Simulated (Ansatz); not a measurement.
**Sr across functionals**

```yaml
crystal:
  lattice:
    - [0.00000, 4.80912, 4.80912]
    - [4.80912, 0.00000, 4.80912]
    - [4.80912, 4.80912, 0.00000]
  atoms:
    - { symbol: Sr, position: [0.00000, 0.00000, 0.00000] }
    - { symbol: Sr, position: [0.25000, 0.25000, 0.25000] }
```

Atoms are numbered in the order listed.

Conventional cell: a = 9.618 Å, b = 9.618 Å, c = 9.618 Å, α = 90.00°, β = 90.00°, γ = 90.00°. Sr (atom 1) is surrounded by 4 Sr at 4.16 Å.

The cell was built from the diamond type and relaxed in the same program, and has space group Fd-3m; it needn't be a known or the stable phase.

One fixed cell is solved with several functionals by PAW (frozen-core files) in Ansatz 0.2.0, scalar-relativistically. A positive pressure means that the functional wants a larger cell.

The PAW files were made with PBE; their cores are remade for each functional.

The runs use a Γ-centred 11×11×11 k mesh, Fermi–Dirac smearing of 0.08 eV, cutoff 420 eV, no spin polarisation.

Cutoffs: PBE 420 eV, LDA 420 eV, PBEsol 420 eV, r²SCAN 500 eV.

```json
{"setting": "PBE", "P (GPa)": "?", "lowest level at Γ above −25 eV, from the valence-band top or, without a gap, the Fermi level (eV)": "-19.61"}
{"setting": "LDA", "P (GPa)": "-0.32", "lowest level at Γ above −25 eV, from the valence-band top or, without a gap, the Fermi level (eV)": "-19.55"}
{"setting": "PBEsol", "P (GPa)": "?", "lowest level at Γ above −25 eV, from the valence-band top or, without a gap, the Fermi level (eV)": "-19.57"}
{"setting": "r²SCAN", "P (GPa)": "0.07", "lowest level at Γ above −25 eV, from the valence-band top or, without a gap, the Fermi level (eV)": "-20.44"}
```

Task: Give the missing entry: row "PBEsol", column "P (GPa)".

Result: -0.20.

Task: What belongs in the row "PBE", column "P (GPa)"?

Result: 0.01.
